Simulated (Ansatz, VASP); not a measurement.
**YN: VASP beside Ansatz**

The input INCAR:

```
PREC = Accurate
ENCUT = 520
EDIFF = 1E-6
ISMEAR = 0
SIGMA = 0.05
LREAL = Auto
LASPH = True
NELM = 100
ALGO = Normal
ISIF = 2
LWAVE = False
LCHARG = False
GGA = PE
NBANDS = 150
```

The input KPOINTS:

```
regular mesh
0
Gamma
  3 3 3
```

Contents of POSCAR:

```
YN
1.0
    4.9057843620     -4.9057843620     -4.9057843620
   -4.9057843620     -4.9057843620      4.9057843620
   -4.9057843620      4.9057843620     -4.9057843620
Y N
16 16
Direct
    0.2500000000      0.2500000000      0.5000000000
    0.2500000000      0.5000000000      0.2500000000
    0.2500000000      0.7500000000      0.0000000000
    0.0000000000      0.2500000000      0.7500000000
    0.2500000000      0.0000000000      0.7500000000
    0.0000000000      0.5000000000      0.5000000000
    0.0000000000      0.7500000000      0.2500000000
    0.7500000000      0.2500000000      0.0000000000
    1.0000000000      1.0000000000      1.0000000000
    0.7500000000      0.5000000000      0.7500000000
    0.7500000000      0.7500000000      0.5000000000
    0.5000000000      0.2500000000      0.2500000000
    0.7500000000      0.0000000000      0.2500000000
    0.5000000000      0.5000000000      0.0000000000
    0.5000000000      0.7500000000      0.7500000000
    0.5000000000      0.0000000000      0.5000000000
    0.2500000000      0.5000000000      0.7500000000
    0.2500000000      0.7500000000      0.5000000000
    0.2500000000      0.0000000000      0.2500000000
    0.0000000000      0.5000000000      0.0000000000
    0.2500000000      0.2500000000      0.0000000000
    0.0000000000      0.7500000000      0.7500000000
    0.0000000000      0.0000000000      0.5000000000
    0.7500000000      0.5000000000      0.2500000000
    0.0000000000      0.2500000000      0.2500000000
    0.7500000000      0.7500000000      0.0000000000
    0.7500000000      0.0000000000      0.7500000000
    0.5000000000      0.5000000000      0.5000000000
    0.7500000000      0.2500000000      0.5000000000
    0.5000000000      0.7500000000      0.2500000000
    0.5000000000      0.0000000000      0.0000000000
    0.5000000000      0.2500000000      0.7500000000
```

Input for Ansatz:

```yaml
crystal:
  lattice:
    - [4.905784362, -4.905784362, -4.905784362]
    - [-4.905784362, -4.905784362, 4.905784362]
    - [-4.905784362, 4.905784362, -4.905784362]
  atoms:
    - { symbol: "Y", position: [0.25, 0.25, 0.5] }
    - { symbol: "Y", position: [0.25, 0.5, 0.25] }
    - { symbol: "Y", position: [0.25, 0.75, 0.0] }
    - { symbol: "Y", position: [0.0, 0.25, 0.75] }
    - { symbol: "Y", position: [0.25, 0.0, 0.75] }
    - { symbol: "Y", position: [0.0, 0.5, 0.5] }
    - { symbol: "Y", position: [0.0, 0.75, 0.25] }
    - { symbol: "Y", position: [0.75, 0.25, 0.0] }
    - { symbol: "Y", position: [1.0, 1.0, 1.0] }
    - { symbol: "Y", position: [0.75, 0.5, 0.75] }
    - { symbol: "Y", position: [0.75, 0.75, 0.5] }
    - { symbol: "Y", position: [0.5, 0.25, 0.25] }
    - { symbol: "Y", position: [0.75, 0.0, 0.25] }
    - { symbol: "Y", position: [0.5, 0.5, 0.0] }
    - { symbol: "Y", position: [0.5, 0.75, 0.75] }
    - { symbol: "Y", position: [0.5, 0.0, 0.5] }
    - { symbol: "N", position: [0.25, 0.5, 0.75] }
    - { symbol: "N", position: [0.25, 0.75, 0.5] }
    - { symbol: "N", position: [0.25, 0.0, 0.25] }
    - { symbol: "N", position: [0.0, 0.5, 0.0] }
    - { symbol: "N", position: [0.25, 0.25, 0.0] }
    - { symbol: "N", position: [0.0, 0.75, 0.75] }
    - { symbol: "N", position: [0.0, 0.0, 0.5] }
    - { symbol: "N", position: [0.75, 0.5, 0.25] }
    - { symbol: "N", position: [0.0, 0.25, 0.25] }
    - { symbol: "N", position: [0.75, 0.75, 0.0] }
    - { symbol: "N", position: [0.75, 0.0, 0.75] }
    - { symbol: "N", position: [0.5, 0.5, 0.5] }
    - { symbol: "N", position: [0.75, 0.25, 0.5] }
    - { symbol: "N", position: [0.5, 0.75, 0.25] }
    - { symbol: "N", position: [0.5, 0.0, 0.0] }
    - { symbol: "N", position: [0.5, 0.25, 0.75] }
basis:
  ecutwfc: 420
  xc_grid: 2
kpoints:
  mp_grid: { grid: [3, 3, 3], shift: [0.0, 0.0, 0.0] }
hamiltonian:
  xc: pbe
scf:
  occupations: { method: gaussian, width: 0.05 }
output:
  forces: true
  stress: true
  eigenvalues: true
```

Alike in both runs: task single point; functional PBE; k mesh 3 × 3 × 3; occupations gaussian, width 0.05 eV; no spin polarisation.

|  | VASP | Ansatz |
| --- | --- | --- |
| version | VASP 6.6.1 | Ansatz 0.2.0 |
| potentials or method | VASP PAW PBE potentials, release 64 (Y_sv, N) | scalar-relativistic, plane waves, PAW |
| plane-wave cutoff (eV) | 520 | 420 |
| valence electrons in the cell | 256 | 256 |

```csv
,VASP,Ansatz,Ansatz less VASP
gap on the k mesh at the Fermi level (eV),0.21,0.21,+0.003
least direct gap on the mesh (eV),0.21,0.21,+0.003
pressure (GPa),-0.1,0.0,+0.17
```

With one functional, cell and mesh, what is left measures potentials, basis and numerics.
